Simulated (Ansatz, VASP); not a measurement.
## CuAu: VASP beside Ansatz

```
Cu Au
1.0
     2.88400    0.00000    0.00000
     0.00000    2.88400    0.00000
     0.00000    0.00000    3.61495
Cu Au
1 1
Direct
  0.50000 0.50000 0.50000
  0.00000 0.00000 0.00000
```

Change from the starting cell: strain +0.030 along x and y, -0.015 along z, atoms carried along.

Alike in both runs: task single point; functional PBE; k mesh 18 × 18 × 14; occupations gaussian, width 0.15 eV; no spin polarisation.

```csv
,VASP,Ansatz
version,VASP 6.6.1,Ansatz 0.2.0
potentials or method,"VASP PAW PBE potentials, release 64 (Cu, Au)","scalar-relativistic, plane waves, PAW"
plane-wave cutoff (eV),520,420
valence electrons in the cell,22,38
```

|  | VASP | Ansatz | Ansatz less VASP |
| --- | --- | --- | --- |
| gap on the k mesh at the Fermi level (eV) | none | none | - |
| pressure (GPa) | -0.2 | -0.3 | -0.08 |
| largest component of the traceless stress (GPa) | 0.22 | 0.18 | -0.041 |

A gap of «none» marks a metal or a gap that the smearing closes. The two sets of potentials don't hold the same shells in valence.

The runs have no spin-orbit coupling, so splittings on Au are missing.
